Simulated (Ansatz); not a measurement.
A (010) slab of HfSi$_{2}$ (Cmcm (No. 63)), 11 planes, outer planes Si (top) and Si (bottom), with 14 atoms (Hf4Si10) in a surface cell of A = 13.477 Å², as cut from the bulk:

```yaml
crystal:
  lattice:
    - [3.65979, 0.00000, 0.00000]
    - [0.00000, 3.68253, 0.00000]
    - [0.00000, 0.00000, 29.60022]
  atoms:
    - { symbol: Si, position: [0.25000, 0.50000, 0.25338] }
    - { symbol: Si, position: [0.75000, 0.00000, 0.25365] }
    - { symbol: Hf, position: [0.75000, 0.50000, 0.32477] }
    - { symbol: Si, position: [0.25000, 0.00000, 0.35000] }
    - { symbol: Si, position: [0.75000, 0.00000, 0.40352] }
    - { symbol: Hf, position: [0.25000, 0.50000, 0.42875] }
    - { symbol: Si, position: [0.25000, 0.00000, 0.49986] }
    - { symbol: Si, position: [0.75000, 0.50000, 0.50014] }
    - { symbol: Hf, position: [0.75000, 0.00000, 0.57125] }
    - { symbol: Si, position: [0.25000, 0.50000, 0.59648] }
    - { symbol: Si, position: [0.75000, 0.50000, 0.65000] }
    - { symbol: Hf, position: [0.25000, 0.00000, 0.67523] }
    - { symbol: Si, position: [0.25000, 0.50000, 0.74635] }
    - { symbol: Si, position: [0.75000, 0.00000, 0.74662] }
```

Level of theory: DFT PBE, scalar-relativistic, plane waves, PAW in Ansatz. Cutoff 420 eV; k points 10×10×1 on the computed 14-atom cell (Γ-centred); Gaussian smearing, width 0.10 eV; no spin polarisation.

The relaxed slab holds 4 formula units of HfSi₂ and 2 further Si. Against those formula units in the bulk and the further Si in its standard state it lies 2.852 eV higher. The formation energy of HfSi₂ from the standard states is -1.689 eV a formula unit (uncorrected, no zero-point or thermal terms).

Q: Over what range can the chemical potential of Si vary, and what is the surface energy at both ends?

A: In contact with the bulk, 2μ(Si) + μ(Hf) is fixed. With Δμ counted from the standard states, Δμ(Si) ≤ 0 keeps elemental Si from forming, and Δμ(Hf) ≤ 0 requires Δμ(Si) ≥ ΔH/2 = -0.845 eV. Other compounds of Si and Hf can narrow this range. Then γ, the mean of both faces, = [2.852 eV − 2.00·Δμ(Si)]/(2A). At the Si-rich end (Δμ = 0): 2.852/(2 × 13.477) × 16.02 = 1.70 J/m². At the Si-poor end: (2.852 + 1.690)/(2 × 13.477) × 16.02 = 2.70 J/m².

Q: How does its energy depend on growth conditions?

A: It carries an excess of Si, so its energy falls by 1.19 J/m² for each eV that μ(Si) rises: Si-rich conditions lower it; whether it appears depends on the other terminations.